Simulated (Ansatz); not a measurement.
GaN (zincblende): gap against strain (uniaxial along x, other directions held)

GaN in the zincblende structure, relaxed with r2SCAN in the plane-wave code Ansatz, then strained (uniaxial along x, other directions held; changes of length per length, axes as in the cell below) with the atoms relaxed again within the symmetry that is left. The symmetry is F-43m (No. 216, cubic); conventional cell a = 4.498 Å, 11.37 Å³ an atom. Ga has 4 N at 1.95 Å; N has 4 Ga at 1.95 Å. No spin polarisation and no zero-point or thermal motion.

```
Ga N
1.0
     0.00000    2.24895    2.24895
     2.24895    0.00000    2.24895
     2.24895    2.24895    0.00000
Ga N
1 1
Direct
  0.00000 0.00000 0.00000
  0.25000 0.25000 0.25000
```

Gaps are the least over each mesh (PBE 10×10×10, r2SCAN 10×10×10, HSE06 6×6×6 when unstrained) and the special points, which keep their unstrained names; stress is the change from the unstrained cell, compression positive.

```tsv
strain (%)	gap, PBE (eV)	gap, r2SCAN (eV)	gap, HSE06 (eV)	edges, HSE06	stress along the strain, r2SCAN (GPa)	energy rise, r2SCAN (meV/atom)
-1.05	1.790	2.207	3.050	Γ	+3.01	1.1
-0.54	1.774	2.188	3.029	Γ	+1.54	0.3
-0.5	1.772	2.186	3.027	Γ	+1.43	0.3
0.0	1.756	2.168	3.005	Γ	0.00	0.0
+2.65	1.544	1.948	2.767	Γ	-7.37	7.0
+3.0	1.516	1.918	2.736	Γ	-8.32	8.9
```

Q: Estimate the row for a strain of +1.22 %.

A:
```tsv
strain (%)	gap, PBE (eV)	gap, r2SCAN (eV)	gap, HSE06 (eV)	edges, HSE06	stress along the strain, r2SCAN (GPa)	energy rise, r2SCAN (meV/atom)
+1.22	1.659	2.067	2.896	Γ	-3.44	1.5
```

Between zero and the nearest strains the slope of the HSE06 gap against strain is -0.044 eV per percent for negative and -0.089 for positive strain.

The meshes of the hybrids are coarse, so their gaps aren't converged to the digits shown.
